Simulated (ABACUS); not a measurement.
Crystal: GaSb.

```
Sb Ga
1.0
     0.00000    3.05900    3.05900
     3.05900    0.00000    3.05900
     3.05900    3.05900    0.00000
Sb Ga
1 1
Cartesian
  1.5295 1.5295 1.5295
  0.0000 0.0000 0.0000
```

Base run:

| Quantity | Value |
| --- | --- |
| Program | ABACUS 3.10.1 |
| Functional | RPBE |
| Potentials or basis | SG15 ONCV 1.2 PBE |
| Cutoff | 1102 eV |
| Density cutoff | 4408 eV |
| Basis | plane waves |
| k mesh | 6 × 6 × 6 |
| Occupations | fermi-dirac, width 0.05 eV |
| Spin | no spin polarisation |

Its results: band gap on the k mesh 0.13 eV, direct; pressure 4.2 GPa.

The run is repeated on the same cell with these changes: functional from RPBE to LDA; potentials or basis from SG15 ONCV 1.2 PBE to PseudoDojo NC SR 0.4.1 LDA stringent; cutoff from 1102 eV to 1551 eV; density cutoff from 4408 eV to 6204 eV; valence electrons from 28 to 44. What comes out?

Band gap on the k mesh none (metal or under the smearing width); pressure -1.5 GPa.

Caveats: the potentials were made for another functional, which shifts forces and pressure (some runs); spin-orbit coupling is left out, which moves the levels of the heavy elements (some runs); this crystal is a semiconductor, whose small gap the functional closes, so the metal is an error of the method (some runs).

A k mesh can miss the band edges.
